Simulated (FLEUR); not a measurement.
**Sb in FLEUR: convergence with Kmax**

Input of the first run (Kmax 2.6); the others differ in this setting and in those tied to it:

File inp.xml:

```xml
<?xml version="1.0" encoding="UTF-8" standalone="no"?>
<fleurInput fleurInputVersion="0.39">
   <comment>
      Sb                                                                                                  
   </comment>
   <calculationSetup>
      <cutoffs Kmax="2.6" Gmax="16.5" GmaxXC="16.5" numbands="0"/>
      <scfLoop itmax="60" minDistance="0.00001" maxIterBroyd="15" imix="Anderson" alpha="0.05" precondParam="0.0" spinf="2.0" sdNocoIR="T"/>
      <coreElectrons ctail="T" frcor="F" kcrel="0" coretail_lmax="0"/>
      <xcFunctional name="pbe" relativisticCorrections="F"/>
      <magnetism jspins="1"/>
      <soc l_soc="F" theta="0.0" phi="0.0" spav="F"/>
      <expertModes spex="0" secvar="F"/>
      <geometryOptimization l_f="T" forcealpha="1.0" forcemix="BFGS" epsdisp="0.0005" epsforce="0.0002"/>
      <ldaU l_linMix="F" mixParam="0.05" spinf="1.0"/>
   </calculationSetup>
   <cell>
      <bzIntegration valenceElectrons="21.0" mode="hist" fermiSmearingEnergy="0.00183747">
         <kPointListSelection listName="default-1"/>
         <!-- k-points included here -->
         <xi:include xmlns:xi="http://www.w3.org/2001/XInclude" href="kpts.xml"> </xi:include>
      </bzIntegration>
      <!-- symmetry operations included here -->
      <xi:include xmlns:xi="http://www.w3.org/2001/XInclude" href="sym.xml"> </xi:include>
      <bulkLattice scale="1.0">
         <bravaisMatrix>
            <row-1>    0.0000000000000000     4.4809989408298998     4.4809989408298998</row-1>
            <row-2>    4.4809989408298998     0.0000000000000000     4.4809989408298998</row-2>
            <row-3>    4.4809989408298998     4.4809989408298998     0.0000000000000000</row-3>
         </bravaisMatrix>
      </bulkLattice>
   </cell>
   <atomSpecies>
      <species name="Antimony (Sb)" element="Sb" atomicNumber="51">
         <mtSphere radius="2.66" gridPoints="879" logIncrement="0.015"/>
         <atomicCutoffs lmax="10" lnonsphr="10"/>
         <electronConfig flipSpins="F">
            <coreConfig>(1s1/2) (2s1/2) (2p1/2) (2p3/2) (3s1/2) (3p1/2) (3p3/2) (4s1/2) (3d3/2) (3d5/2)</coreConfig>
            <valenceConfig>(4p1/2) (4p3/2) (5s1/2) (4d3/2) (4d5/2) (5p1/2) (5p3/2)</valenceConfig>
            <stateOccupation state="(5p1/2)" spinUp="0.500000" spinDown="0.500000"/>
            <stateOccupation state="(5p3/2)" spinUp="1.000000" spinDown="1.000000"/>
         </electronConfig>
         <energyParameters s="5" p="5" d="5" f="4"/>
         <lo type="SCLO" l="1" n="4" eDeriv="0"/>
         <lo type="SCLO" l="1" n="4" eDeriv="1"/>
         <lo type="SCLO" l="2" n="4" eDeriv="0"/>
         <lo type="SCLO" l="2" n="4" eDeriv="1"/>
         <lo type="SCLO" l="0" n="5" eDeriv="2"/>
         <lo type="SCLO" l="3" n="4" eDeriv="2"/>
      </species>
   </atomSpecies>
   <atomGroups>
      <atomGroup species="Antimony (Sb)">
         <relPos label="                   1">.0000000000 .0000000000 .0000000000</relPos>
         <force calculate="T" relaxXYZ="TTT"/>
      </atomGroup>
   </atomGroups>
   <output dos="F" band="F" slice="F">
      <checks vchk="F" cdinf="F"/>
      <bandDOS minEnergy="-.5*Htr" maxEnergy="0.5*Htr" sigma="0.015" storeEVData="T"/>
      <vacuumDOS vacdos="F" integ="F" star="F" nstars="0" locx1="0.0" locy1="0.0" locx2="0.0" locy2="0.0" nstm="0" tworkf="0.0"/>
      <unfoldingBand unfoldBand="F" supercellX="1" supercellY="1" supercellZ="1"/>
      <plotting iplot="0" polar="F">
         <plot TwoD="T" vec1="  1.0  0.0  0.0" vec2="  0.0  1.0  0.0" vec3="  0.0  0.0  1.0" zero="  0.0  0.0  0.0" file="plot"/>
      </plotting>
      <chargeDensitySlicing numkpt="0" minEigenval="0.0" maxEigenval="0.0" nnne="0" pallst="F"/>
      <specialOutput eonly="F"/>
      <moessbauerParams electricFieldGradient="T" isomerShift="T" coreHyperfine="T" valenceHyperfine="T"/>
      <magneticCircularDichroism mcd="F" energyLo="-10.0" energyUp="0.0"/>
   </output>
  <!-- We include the file relax.xml here to enable relaxations (see documentation) -->
  <xi:include xmlns:xi="http://www.w3.org/2001/XInclude" href="relax.xml"> <xi:fallback/> </xi:include>
</fleurInput>
```

crystal.txt

```
Sb
&input cartesian=F /
0.0000000000  2.3712425216  2.3712425216
2.3712425216  0.0000000000  2.3712425216
2.3712425216  2.3712425216  0.0000000000
1.8897261246
1.0 1.0 1.0

1
51 0.0000000000  0.0000000000  0.0000000000

&kpt div1=8 div2=8 div3=8 gamma=T /
```

Potentials or basis: all-electron, FLAPW.

The run is started by

```bash
$ inpgen -f crystal.txt -profile fastHighL
$ # inp.xml edited to the form shown
$ fleur_MPI
```

This isn't the form of Sb at room conditions, which is rhombohedral.

Hardware: 1 thread of Arm Neoverse V2, on a shared host.

Question: The values tried are 2.6, 3, 3.4, 3.8, 4.2, 4.6, 5, 5.5, loosest first. From which on does the energy stay within 1 meV/atom of the tightest run that finished?

Answer: From 4.2 on.

```tsv
Kmax	energy less the tightest run, at zero smearing (meV/atom)	SCF cycles	CPU time (s)	peak memory (GiB)
2.6	322.54	12	11	0.07
3	81.62	12	12	0.07
3.4	17.60	12	13	0.07
3.8	3.42	12	16	0.07
4.2	0.59	12	18	0.07
4.6	0.08	12	24	0.07
5	0.01	12	29	0.07
5.5	0.00	12	41	0.07
```

The tightest run that finished is the yardstick and may itself not be fully converged.

Caveat, for the tightest run too: the cutoff is high for the widest sphere, where the basis turns nearly dependent and energies can drift low. The run has no spin-orbit coupling, so splittings on Sb are missing.
